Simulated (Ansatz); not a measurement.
Au:

```
CELL_PARAMETERS angstrom
2.74841 0.00000 0.00000
0.00000 2.74841 0.00000
0.00000 0.00000 2.74841
ATOMIC_POSITIONS crystal
Au 0.50000 0.50000 0.50000
```

The cell was built by a generator and needn't be a form met in nature.

Base run:

| Property | Result |
| --- | --- |
| Program | Ansatz 0.2.0 |
| Functional | RPBE |
| Potentials or basis | Ansatz PAW |
| Cutoff | 420 eV (not typed: the program's choice for these potentials) |
| k mesh | 10 × 10 × 10 |
| Occupations | fermi-dirac, width 0.05 eV |
| Spin | no spin polarisation |

Its results: band gap on the k mesh none (metal or under the smearing width); pressure 3.6 GPa.

Task: After a change of settings the same cell gave: band gap on the k mesh none (metal or under the smearing width); pressure 7.6 GPa. Which change was it?
A. functional from RPBE to BLYP
B. functional from RPBE to LDA
C. functional from RPBE to PBEsol
D. functional from RPBE to r2SCAN; cutoff from 420 eV (not typed: the program's choice for these potentials) to 500 eV (not typed: the program's choice for these potentials)

Result: A.

Caveats: spin-orbit coupling is left out, which moves the levels of the heavy elements; the PAW data sets come from PBE, with cores solved anew for the run's functional, which leaves a small shift of forces and pressure.

Runs at the PBE level aren't shown here.
